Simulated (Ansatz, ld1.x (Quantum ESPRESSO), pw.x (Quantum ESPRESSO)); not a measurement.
**What a changed setting does to a pw.x run (diamond Nb)**

Potential: PAW, ld1.x (Quantum ESPRESSO) 7.5, PBE; core [Ar] 3d10, reference 4s2 4p6 4d3.5 5s0 5p0; waves: 4s (bound): rcut 1.55, rcutus 1.70 bohr; 5s (bound, empty): rcut 1.55, rcutus 1.70 bohr; 4p (bound): rcut 1.70, rcutus 1.85 bohr; 5p (bound, empty): rcut 1.70, rcutus 1.85 bohr; 4d (bound): rcut 1.65, rcutus 1.80 bohr; 4d channel at 2.05 Ry: rcut 1.65, rcutus 1.80 bohr; local part: all-electron potential smoothed inside 1.35 bohr (lloc = -1); core correction: Bessel-smoothed model core, default radius (core density twice the valence density); augmentation: PSQ, inside the norm-conserving radii.

The reference run (k-mesh 8³, cutoffs 60/480 Ry, Fermi–Dirac 0.01 Ry, mixing_beta 0.4, conv_thr 1e-9, no spin) gives 0.30 GPa at 25.940 Å³/atom, where all-electron LAPW gives 0.06 GPa. This run, with its own iteration cap, changes mixing_ndim to 2.

```
&control
  calculation='scf', prefix='x', pseudo_dir='./', outdir='./tmp', tstress=.true., disk_io='none'
/
&system
  ibrav=0, nat=2, ntyp=1, ecutwfc=60, ecutrho=480, nbnd=22,
  occupations='smearing', smearing='fd', degauss=0.01
/
&electrons
  conv_thr=1e-09, mixing_beta=0.4, electron_maxstep=50, mixing_ndim=2
/
ATOMIC_SPECIES
Nb 1.0 Nb.UPF
CELL_PARAMETERS angstrom
  0.00000000 2.96021547 2.96021547
  2.96021547 0.00000000 2.96021547
  2.96021547 2.96021547 0.00000000
ATOMIC_POSITIONS crystal
Nb 0.0000 0.0000 0.0000
Nb 0.2500 0.2500 0.2500
K_POINTS automatic
8 8 8 0 0 0
```

```bash
pw.x < Nb.scf.in > Nb.scf.out
```

**Question.** How does the run end?

**Answer.** It converges in 12 iterations; the free energy moves by +0.0 meV/atom and the pressure by +0.00 GPa. The result is that of the reference run.

```
Message from routine setup:
     using ibrav=0 with symmetry is DISCOURAGED, use correct ibrav instead
     lattice parameter (alat)  =       7.9111  a.u.
     unit-cell volume          =     350.1036 (a.u.)^3
     number of electrons       =        26.00
     number of Kohn-Sham states=           22
     kinetic-energy cutoff     =      60.0000  Ry
     charge density cutoff     =     480.0000  Ry
     scf convergence threshold =      1.0E-09
     Exchange-correlation= SLA  PW   PBX  PBC
     number of k points=    29  Fermi-Dirac smearing, width (Ry)=  0.0100
     iteration #  1     ecut=    60.00 Ry     beta= 0.40
     total energy              =    -667.46952604 Ry
     estimated scf accuracy    <       5.57416982 Ry
     iteration #  2     ecut=    60.00 Ry     beta= 0.40
     total energy              =    -668.10187313 Ry
     estimated scf accuracy    <       0.18662837 Ry
     iteration #  3     ecut=    60.00 Ry     beta= 0.40
     total energy              =    -668.16728992 Ry
     estimated scf accuracy    <       0.02206978 Ry
     iteration #  4     ecut=    60.00 Ry     beta= 0.40
     total energy              =    -668.17168711 Ry
     estimated scf accuracy    <       0.00626130 Ry
     iteration #  5     ecut=    60.00 Ry     beta= 0.40
     total energy              =    -668.17288681 Ry
     estimated scf accuracy    <       0.00022029 Ry
     iteration #  6     ecut=    60.00 Ry     beta= 0.40
     total energy              =    -668.17313810 Ry
     estimated scf accuracy    <       0.00007623 Ry
     iteration #  7     ecut=    60.00 Ry     beta= 0.40
     total energy              =    -668.17316191 Ry
     estimated scf accuracy    <       0.00003761 Ry
     iteration #  8     ecut=    60.00 Ry     beta= 0.40
     total energy              =    -668.17316981 Ry
     estimated scf accuracy    <       0.00000112 Ry
     iteration #  9     ecut=    60.00 Ry     beta= 0.40
     total energy              =    -668.17316983 Ry
     estimated scf accuracy    <       0.00000014 Ry
     iteration # 10     ecut=    60.00 Ry     beta= 0.40
     total energy              =    -668.17316975 Ry
     estimated scf accuracy    <       0.00000004 Ry
     iteration # 11     ecut=    60.00 Ry     beta= 0.40
     total energy              =    -668.17316971 Ry
     estimated scf accuracy    <          9.4E-09 Ry
     iteration # 12     ecut=    60.00 Ry     beta= 0.40
     the Fermi energy is    11.2759 ev
!    total energy              =    -668.17316970 Ry
     estimated scf accuracy    <          9.8E-10 Ry
     smearing contrib. (-TS)   =      -0.01615717 Ry
     The total energy is F=E-TS. E is the sum of the following terms:
     one-electron contribution =     -82.08849400 Ry
     hartree contribution      =      52.57164816 Ry
     xc contribution           =    -143.50805382 Ry
     ewald contribution        =    -162.74033567 Ry
     one-center paw contrib.   =    -332.39177720 Ry
     convergence has been achieved in  12 iterations
          total   stress  (Ry/bohr**3)                   (kbar)     P=        2.93
     Message from routine punch:
     Nothing written, as per user request (disk_io='none')
```

The run took about 54 s on one core of a shared host (Neoverse-V1, 32 threads, 247 GiB, load 22).
